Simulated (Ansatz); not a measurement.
# Dielectric response of CaSe (001) films, part 4 of 5

Aim: the electronic and static ε of rocksalt CaSe (001) from films of three thicknesses in a field.

Ansatz 0.2.0; plane-wave DFT, PBE, Ansatz PAW (the session's first sound run).

So far, electron affinity, upper face (eV): step 2 (relaxation, 6 atoms, units 3) 2.52; step 3 (the relaxed film, single point, 6 atoms, units 3) 2.52; step 10 (relaxing the film, 10 atoms, units 5) 2.63; step 11 (the relaxed film, single point, 10 atoms, units 5) 2.63; step 18 (relaxation, 16 atoms, units 8) 2.67.

### 20. Single point on the relaxed film, 16 atoms, units 8

The next thickness, treated alike, so that differences show the interior and the faces cancel.

input.yaml reads:

```yaml
crystal:
  lattice:
    - [4.18607214, 0.0, 0.0]
    - [0.0, 4.18607214, 0.0]
    - [0.0, 0.0, 38.72]
  atoms:
    - { symbol: Ca, position: [0.5, 0.5, 0.2326107186] }
    - { symbol: Se, position: [0.0, 0.0, 0.2287471214] }
    - { symbol: Ca, position: [0.0, 0.0, 0.3064851319] }
    - { symbol: Se, position: [0.5, 0.5, 0.3076625097] }
    - { symbol: Ca, position: [0.5, 0.5, 0.384542868] }
    - { symbol: Se, position: [0.0, 0.0, 0.3841568291] }
    - { symbol: Ca, position: [0.0, 0.0, 0.4613501355] }
    - { symbol: Se, position: [0.5, 0.5, 0.4615132876] }
    - { symbol: Ca, position: [0.5, 0.5, 0.5386498581] }
    - { symbol: Se, position: [0.0, 0.0, 0.5384867269] }
    - { symbol: Ca, position: [0.0, 0.0, 0.6154571248] }
    - { symbol: Se, position: [0.5, 0.5, 0.6158431805] }
    - { symbol: Ca, position: [0.5, 0.5, 0.6935148618] }
    - { symbol: Se, position: [0.0, 0.0, 0.6923374935] }
    - { symbol: Ca, position: [0.0, 0.0, 0.7673892772] }
    - { symbol: Se, position: [0.5, 0.5, 0.7712528755] }
kpoints:
  mp_grid: { grid: [6, 6, 1] }
hamiltonian:
  xc: pbe
scf:
  occupations: { method: fixed }
  convergence: { dr2_threshold: 1.0e-09 }
efield:
  axis: 3
  dipole_correction: true
  ramp_position: 0.97
  ramp_width: 0.06
output:
  eigenvalues: true
  dos: { projected: true, e_range: [-7, 7] }
  write_potential: true
  write_density: true
  volumetric_format: npy
checkpoint:
  write: end8.run
  compress: false
  write_wavefunctions: false
```

Launch:

```
$ ansatz run input.yaml --threads 4 --pin off --max-ram 8192MiB --backend cpu --events-out ev --progress --plain --runs-dir out
```

Numbers of over 12 decimals in the logs are rounded to 6 here.

Output:

```text
[...]
Crystal: 16 atoms, lattice volume = 678.498 Å³
Basis set: ecut = 420 eV, 13137 PW (Γ)
Bands: 125, of which v1, the nominal top of the filled ones, is band 104 counted from 1 (103 counted from 0)
Symmetry: 8 space group operations
k-points: 10 of 36
[...]
k-point 0: bands = [... 100 lower, 2.3823, 2.3823, 2.4467, 2.4467, 4.5622, 4.6632, 4.8295, 5.0765, ... 17 higher]
  k-point 1: bands = [... 100 lower, 2.0462, 2.1406, 2.1568, 2.1723, 5.2048, 5.2869, 5.4200, 5.6120, ... 17 higher]
  k-point 2: bands = [... 100 lower, 1.6829, 1.6857, 1.7524, 1.7541, 6.0964, 6.1062, 6.3978, 6.4451, ... 17 higher]
  k-point 9: bands = [... 100 lower, 1.4479, 1.4479, 1.9241, 1.9241, 4.6506, 4.6506, 5.0157, 5.0157, ... 17 higher]
[key lines of the parts left out:]
SCF converged after 9 iterations
Free energy (F): -58319.222151 eV
Fermi energy:    2.446673 eV
Dipole field:    D = 0.000003 V/Å  (p = 0.000010 e·Å, saw-weighted, corrected)
Work function:   Φ+ = 4.7879 eV   Φ− = 4.7880 eV
```

Elapsed: 52 s, on 4 threads of Arm Neoverse V1, shared host; peak memory 2.1 GiB; 3.4 min of CPU time.

Running mean over 2.96 Å of the planar mean; the ramp of the sawtooth is left out. The electron's electrostatic potential energy less the highest filled level by z:

| z (Å) | electron's electrostatic potential energy less the highest filled level (eV) |
| --- | --- |
| 4 | 4.79 |
| 6 | 4.65 |
| 8 | -0.911 |
| 10 | -2.26 |
| 12 | -2.24 |
| 14 | -2.12 |
| 16 | -2.14 |
| 18 | -2.22 |
| 20 | -2.16 |
| 22 | -2.15 |
| 24 | -2.19 |
| 26 | -2.15 |
| 28 | -2.33 |
| 30 | -2.04 |
| 32 | 3.90 |
| 34 | 4.78 |

The gap is 2.12 eV, with the valence edge 4.79 eV and the conduction edge 2.67 eV under the upper vacuum level.

### 21. Single point, 16 atoms, units 8, field 0.1 V/Å

Changes to input.yaml since step 20:

```diff
@@ -28,3 +28,3 @@
   occupations: { method: fixed }
-  convergence: { dr2_threshold: 1.0e-09 }
+  convergence: { dr2_threshold: 1.0e-10 }
 efield:
@@ -32,7 +32,6 @@
   dipole_correction: true
-  ramp_position: 0.97
-  ramp_width: 0.06
+  ramp_position: 0.965
+  ramp_width: 0.0701
+  amplitude: 0.1
 output:
-  eigenvalues: true
-  dos: { projected: true, e_range: [-7, 7] }
   write_potential: true
@@ -40,5 +39 @@
   volumetric_format: npy
-checkpoint:
-  write: end8.run
-  compress: false
-  write_wavefunctions: false
```

Output:

```text
[...]
Crystal: 16 atoms, lattice volume = 678.498 Å³
Basis set: ecut = 420 eV, 13137 PW (Γ)
Bands: 125, of which v1, the nominal top of the filled ones, is band 104 counted from 1 (103 counted from 0)
Symmetry: 8 space group operations
k-points: 10 of 36
[...]
k-point 0: bands = [... 100 lower, 2.3684, 2.3684, 2.5545, 2.5545, 4.5032, 4.6716, 4.8467, 5.0825, ... 17 higher]
  k-point 1: bands = [... 100 lower, 2.0099, 2.1122, 2.1995, 2.3110, 5.1350, 5.2921, 5.4379, 5.5893, ... 17 higher]
  k-point 2: bands = [... 100 lower, 1.6487, 1.6705, 1.8423, 1.9306, 5.8946, 6.2873, 6.3379, 6.3901, ... 17 higher]
  k-point 9: bands = [... 100 lower, 1.4928, 1.4928, 1.7487, 2.1020, 4.6260, 4.6260, 5.0226, 5.0226, ... 17 higher]
[key lines of the parts left out:]
SCF converged after 13 iterations
Free energy (F): -58319.231927 eV
Fermi energy:    2.554493 eV
Dipole field:    D = 0.052147 V/Å  (p = 0.195531 e·Å, saw-weighted, corrected)
```

It took 55 s on 4 threads; peak memory 2.1 GiB; 3.6 min of CPU time.

The dipole is 0.196 e·Å, and the gap on the mesh 1.949 eV.

### 22. Single point, 16 atoms, units 8, field -0.1 V/Å

Changes to input.yaml since step 21:

```diff
@@ -34,3 +34,3 @@
   ramp_width: 0.0701
-  amplitude: 0.1
+  amplitude: -0.1
 output:
```

Output:

```text
[...]
Crystal: 16 atoms, lattice volume = 678.498 Å³
Basis set: ecut = 420 eV, 13137 PW (Γ)
Bands: 125, of which v1, the nominal top of the filled ones, is band 104 counted from 1 (103 counted from 0)
Symmetry: 8 space group operations
k-points: 10 of 36
[...]
k-point 0: bands = [... 100 lower, 2.3686, 2.3686, 2.5547, 2.5547, 4.5034, 4.6718, 4.8468, 5.0827, ... 17 higher]
  k-point 1: bands = [... 100 lower, 2.0101, 2.1124, 2.1997, 2.3112, 5.1352, 5.2923, 5.4381, 5.5895, ... 17 higher]
  k-point 2: bands = [... 100 lower, 1.6489, 1.6707, 1.8425, 1.9308, 5.8948, 6.2875, 6.3381, 6.3902, ... 17 higher]
  k-point 9: bands = [... 100 lower, 1.4930, 1.4930, 1.7489, 2.1022, 4.6262, 4.6262, 5.0228, 5.0228, ... 17 higher]
[key lines of the parts left out:]
SCF converged after 13 iterations
Free energy (F): -58319.231928 eV
Fermi energy:    2.554671 eV
Dipole field:    D = -0.052147 V/Å  (p = -0.195533 e·Å, saw-weighted, corrected)
```

The job ended after 54 s (4 threads; peak memory 2.1 GiB).

The dipole is -0.196 e·Å, and the gap on the mesh 1.949 eV.

### 23. Response with the atoms held, 16 atoms, units 8

This step: plane-wave DFT, PBE, Ansatz PAW; response to a field along the normal, atoms held (Ansatz 0.2.0).

Local field over the applied field, running mean. From the potentials at -0.1 and 0.1 V/Å; running mean over 2.96 Å, taken twice. Table of local field over applied field by z:

| z (Å) | local field over applied field |
| --- | --- |
| 4 | 0.948 |
| 5 | 0.955 |
| 6 | 0.839 |
| 7 | 0.630 |
| 8 | 0.392 |
| 9 | 0.229 |
| 10 | 0.168 |
| 11 | 0.168 |
| 12 | 0.176 |
| 13 | 0.179 |
| 14 | 0.178 |
| 15 | 0.177 |
| 16 | 0.177 |
| 17 | 0.177 |
| 18 | 0.177 |
| 19 | 0.177 |
| 20 | 0.177 |
| 21 | 0.177 |
| 22 | 0.177 |
| 23 | 0.177 |
| 24 | 0.177 |
| 25 | 0.178 |
| 26 | 0.179 |
| 27 | 0.174 |
| 28 | 0.166 |
| 29 | 0.176 |
| 30 | 0.264 |
| 31 | 0.455 |
| 32 | 0.695 |
| 33 | 0.881 |
| 34 | 0.971 |

The induced dipole is that of a conductor 20.19 Å thick.

### 24. Relaxing in the field, 16 atoms, units 8, field 0.05 V/Å

This step: plane-wave DFT, PBE, Ansatz PAW (Ansatz 0.2.0).

The same pair of relaxations in the field for this thickness.

Changes to input.yaml since step 22:

```diff
@@ -34,3 +34,6 @@
   ramp_width: 0.0701
-  amplitude: -0.1
+  amplitude: 0.05
+relax:
+  f_tol: 0.0006
+  max_steps: 70
 output:
```

Output:

```text
[...]
Crystal: 16 atoms, lattice volume = 678.498 Å³
Basis set: ecut = 420 eV, 13137 PW (Γ), exchange–correlation on 60×60×540 points (8 copies of the dense FFT grid, shifted against one another)
Bands: 125, of which v1, the nominal top of the filled ones, is band 104 counted from 1 (103 counted from 0)
Symmetry: 8 space group operations
k-points: 10 of 36
[...]
- { symbol: Se, position: [0.5, 0.5, 0.461474] }
    - { symbol: Ca, position: [0.5, 0.5, 0.538699] }
    - { symbol: Se, position: [0, 0.0, 0.538448] }
    - { symbol: Ca, position: [0, 0.0, 0.615512] }
    - { symbol: Se, position: [0.5, 0.5, 0.615806] }
    - { symbol: Ca, position: [0.5, 0.5, 0.693558] }
    - { symbol: Se, position: [0, 0.0, 0.692312] }
    - { symbol: Ca, position: [0, 0.0, 0.767458] }
    - { symbol: Se, position: [0.5, 0.5, 0.771164] }
[key lines of the parts left out:]
SCF converged after 5 iterations
Free energy (F): -58319.224882 eV
Fermi energy:    2.455606 eV
Dipole field:    D = 0.029490 V/Å  (p = 0.110577 e·Å, saw-weighted, corrected)
```

Run time: 1.9 min. Hardware: 4 threads; peak memory 2 GiB.

The relaxation took 4 steps and lowered the energy by 3.2e-4 eV; the largest force on the free atoms ends at 1.6e-4 eV/Å.

The dipole is 0.111 e·Å, and the gap on the mesh 2.103 eV.

### 25. Field on, atoms free, 16 atoms, units 8, field -0.05 V/Å

The opposite sign, again from the field-free geometry; the difference of the two cancels what relaxes without a field.

Changes to input.yaml since step 24:

```diff
@@ -34,3 +34,3 @@
   ramp_width: 0.0701
-  amplitude: 0.05
+  amplitude: -0.05
 relax:
```

Output:

```text
[...]
Crystal: 16 atoms, lattice volume = 678.498 Å³
Basis set: ecut = 420 eV, 13137 PW (Γ), exchange–correlation on 60×60×540 points (8 copies of the dense FFT grid, shifted against one another)
Bands: 125, of which v1, the nominal top of the filled ones, is band 104 counted from 1 (103 counted from 0)
Symmetry: 8 space group operations
k-points: 10 of 36
[...]
- { symbol: Se, position: [0.5, 0.5, 0.461552] }
    - { symbol: Ca, position: [0.5, 0.5, 0.538604] }
    - { symbol: Se, position: [0, 0.0, 0.538526] }
    - { symbol: Ca, position: [0, 0.0, 0.615408] }
    - { symbol: Se, position: [0.5, 0.5, 0.615900] }
    - { symbol: Ca, position: [0.5, 0.5, 0.693482] }
    - { symbol: Se, position: [0, 0.0, 0.692359] }
    - { symbol: Ca, position: [0, 0.0, 0.767328] }
    - { symbol: Se, position: [0.5, 0.5, 0.771347] }
[key lines of the parts left out:]
SCF converged after 6 iterations
Free energy (F): -58319.224882 eV
Fermi energy:    2.455704 eV
Dipole field:    D = -0.029491 V/Å  (p = -0.110579 e·Å, saw-weighted, corrected)
```

Wall time 1.9 min (4 threads); peak memory 2 GiB.

The relaxation took 4 steps and lowered the energy by 3.2e-4 eV; the largest force on the free atoms ends at 2.9e-4 eV/Å.

The dipole is -0.111 e·Å, and the gap on the mesh 2.103 eV.

### 26. Response with the atoms relaxed, 16 atoms, units 8

This step: plane-wave DFT, PBE, Ansatz PAW; response to a field along the normal, atoms relaxed (Ansatz 0.2.0).

Local field over the applied field, running mean. From the potentials at -0.05 and 0.05 V/Å; running mean over 2.96 Å, taken twice. The local field over applied field by z:

z (Å), local field over applied field and a bar:
```
        4      0.954 ##############################
        5      0.942 #############################
        6      0.820 #########################
        7      0.571 #################
        8      0.308 #########
        9      0.100 ##
       10      0.035 
       11      0.047 
       12      0.080 #
       13      0.096 ##
       14      0.087 ##
       15      0.074 #
       16      0.071 #
       17      0.074 #
       18      0.079 #
       19      0.081 #
       20      0.081 #
       21      0.078 #
       22      0.074 #
       23      0.072 #
       24      0.077 #
       25      0.088 ##
       26      0.094 ##
       27      0.068 #
       28      0.047 
       29      0.042 
       30      0.150 ####
       31      0.368 ###########
       32      0.648 ####################
       33      0.864 ###########################
       34      0.966 ##############################
```

The induced dipole is that of a conductor 22.84 Å thick.

### 27. Electronic ε from the series

This step: plane-wave DFT, PBE, Ansatz PAW; permittivity from the thickness series, atoms held (Ansatz 0.2.0).

Each added layer adds t(1 − 1/ε) to the dipole term, so the slope against thickness gives ε without a choice of where the film ends.

Numbers from this step:

```
slope                : 0.8212
intercept of the fit : 2.940 Å
ε of the interior    : 5.591
```

The equivalent conductor thickness by distance between the outer atoms:

| distance between the outer atoms (Å) | equivalent conductor thickness (Å) |
| --- | --- |
| 6.06 | 7.92 |
| 12.04 | 12.8 |
| 21.01 | 20.2 |

By hand, from the thinnest and the thickest film: slope = (20.191 − 7.920) / (21.006 − 6.060) = 0.821, so ε = 1/(1 − 0.821) = 5.59.

### 28. Static ε from the series

This step: plane-wave DFT, PBE, Ansatz PAW; permittivity from the thickness series, atoms relaxed (Ansatz 0.2.0).

The same fit for the relaxed films. The nearer its slope lies to 1, the more ε hangs on small errors.

Numbers from this step:

| Quantity | Value |
| --- | --- |
| slope | 0.9169 |
| intercept of the fit | 3.566 Å |
| ε of the interior | 12.04 |

Equivalent conductor thickness against distance between the outer atoms:

| distance between the outer atoms (Å) | equivalent conductor thickness (Å) |
| --- | --- |
| 6.06 | 9.14 |
| 12.05 | 14.6 |
| 21.01 | 22.8 |

By hand, from the thinnest and the thickest film: slope = (22.837 − 9.139) / (21.006 − 6.060) = 0.916, so ε = 1/(1 − 0.916) = 12.0. One nm of such a film has the capacitance of 3.9/12.0 = 0.33 nm of SiO₂ (its equivalent oxide thickness).

### 29. The bulk crystal

This step: plane-wave DFT, PBE, Ansatz PAW (Ansatz 0.2.0).

System of this step: rocksalt CaSe. It takes space group Fm-3m (No. 225, cubic). The conventional cell has a = 5.920 Å, b = 5.920 Å, c = 5.920 Å, α = 90.00°, β = 90.00°, γ = 90.00°. Ca has 6 Se at 2.96 Å nearest. Nearest to Se lie 6 Ca at 2.96 Å. Farther neighbours and most contacts between anions are not listed.

Band edges are better read in the bulk than in a thin slab, where confinement and surface states shift them. The bulk run gives them against its mean potential.

input.yaml reads:

```yaml
crystal:
  lattice:
    - [0.0, 2.96, 2.96]
    - [2.96, 0.0, 2.96]
    - [2.96, 2.96, 0.0]
  atoms:
    - { symbol: Ca, position: [0.0, 0.0, 0.0] }
    - { symbol: Se, position: [0.5, 0.5, 0.5] }
kpoints:
  mp_grid: { grid: [8, 8, 8] }
  band_path: { path: [VBM, CBM], npoints: 1 }
hamiltonian:
  xc: pbe
scf:
  occupations: { method: fixed }
  convergence: { dr2_threshold: 1.0e-09 }
output:
  eigenvalues: true
checkpoint:
  write: bulk.run
  compress: false
  write_wavefunctions: false
```

Output:

```text
[...]
Crystal: 2 atoms, lattice volume = 51.869 Å³
Basis set: ecut = 420 eV, 965 PW (Γ)
Bands: 17, of which v1, the nominal top of the filled ones, is band 13 counted from 1 (12 counted from 0)
Symmetry: 48 space group operations
[...]
k-points: 29 of 512
[...]
SCF iter   1: F=—  HF=-7290.000154 eV  |F-HF|=—  |Δ(HF+E_count)|=         —  Δρ=5.37e-4  dr2=1.47e-4  ethr=1.77e-3  ⟨swp⟩=4.2  Hψ=2377  notcnv=0  defer=13
[...]
SCF iter   7: F=-7290.000065 eV  HF=-7290.000065 eV  |F-HF|=3.00e-10  |Δ(HF+E_count)|=   6.76e-9  Δρ=5.88e-7  dr2=2.31e-10  ethr=3.85e-12  ⟨swp⟩=2.4  Hψ=2168  notcnv=0
SCF 1 converged in 7 iterations: F = -7290.000065 eV  dr2 = 2.31e-10
[...]
SCF converged after 7 iterations
Free energy (F): -7290.000065 eV
[...]
Internal energy: -7290.000065 eV  (E = F + TS)
E sigma→0 (E₀):  -7290.000065 eV
Fermi energy:    7.048982 eV
[...]
--- Band table (eV; the first three rows and the last of 29) ---
  k-point 0: bands = [... 9 lower, -4.7400, 7.0490, 7.0490, 7.0490, 10.3830, 10.7618, 10.7618, 10.7618]
  k-point 1: bands = [... 9 lower, -4.6482, 6.2861, 6.8117, 6.8117, 10.6617, 10.9722, 10.9722, 11.3626]
  k-point 2: bands = [... 9 lower, -4.4156, 5.0557, 6.3552, 6.3552, 10.7777, 11.4860, 11.4860, 12.7158]
  k-point 28: bands = [... 9 lower, -4.0778, 5.0763, 5.0763, 5.3847, 11.4512, 11.4512, 12.2925, 12.7751]
```

Wall time 1.1 s (4 threads); peak memory 0.31 GiB; 3.2 s of CPU time.

Numbers from this step:

```
gap on the k-mesh                  : 2.039 eV
gap along the path                 : 2.039 eV
smallest direct gap along the path : 2.970 eV
gap, the smaller of path and mesh  : 2.039 eV
```

The gap is 2.04 eV.

### 30. Band edges against the vacuum, levels PBE

This step: plane-wave DFT, PBE, Ansatz PAW; band edges against the vacuum, bulk levels by PBE (Ansatz 0.2.0).

System of this step: CaSe (001), 8 units. The cell holds 16 atoms: 8 Ca and 8 Se. Cell: a = 4.186 Å, b = 4.186 Å, c = 38.720 Å, α = 90.0°, β = 90.0°, γ = 90.0°. It derives from CaSe (rocksalt CaSe). Vacuum lies along c.

The averaged potential in the middle of the thickest slab ties the bulk's levels to the vacuum level.

align.yaml reads:

```yaml
surface:
  bulk: { run: bulk.run }
  slab: { run: end8.run, axis: 3 }
  face: plus
  period: 2.96
```

Launch:

```
$ ansatz align-bands align.yaml -- --threads 4 --pin off
```

Output:

```text
plus face
ionisation energy 4.707 eV
electron affinity 2.668 eV
  bulk: levels by pbe on the potential of pbe; from 17.88 to 20.84 Å its average varies by 0.1197 eV and climbs by -0.0000; the bulk's density to 0.90 % (its layers are strained against the bulk's: take a thicker slab or side, or run the bulk at their strain)
  vacuum: slopes by 0.0000 eV/Å; line-up 6.9517 eV
  the slab's own level stands -0.081 eV from the bulk's
  of the slab's run: its band edges are its mesh's, and a band can turn off it. A run with kpoints.band_path: { path: [VBM, CBM], npoints: 1 } finds the zone's; the potential's macroscopic average varies by 0.1197 eV from 17.880 to 20.840 Å, more than 0.03 eV: the crystal is too thin there to have an interior, or the window reaches out of it, or the period is not the layers'
```

Elapsed: 0.07 s, on 4 threads.

Numbers from this step:

```yaml
ionisation_energy: 4.707 eV
electron_affinity: 2.668 eV
slab_level_shift: -0.08100 eV
```

Check by hand: ionisation energy less affinity, 4.71 − (2.67) = 2.04 eV, is the bulk gap at this level.

The program warns that the averaged potential varies by 0.12 eV in the slab's middle, which these edges carry as an error.

(Continued in part 5 of 5.)

[Logs are printed without paths, hosts, clocks, repeated set-up lines and the standing remarks that a program may print on its own settings, such as how far it seeks lower states.]

[Hosts, paths, dates, database ids (printed as entryN), source tags and the programs' standing remarks are cut or masked in the printed files.]

[Maps of the electrostatic potential energy from Ansatz leave out the sawtooth potential of an applied field or a dipole correction, so their vacuum need not be flat; planar profiles and work functions include it.]
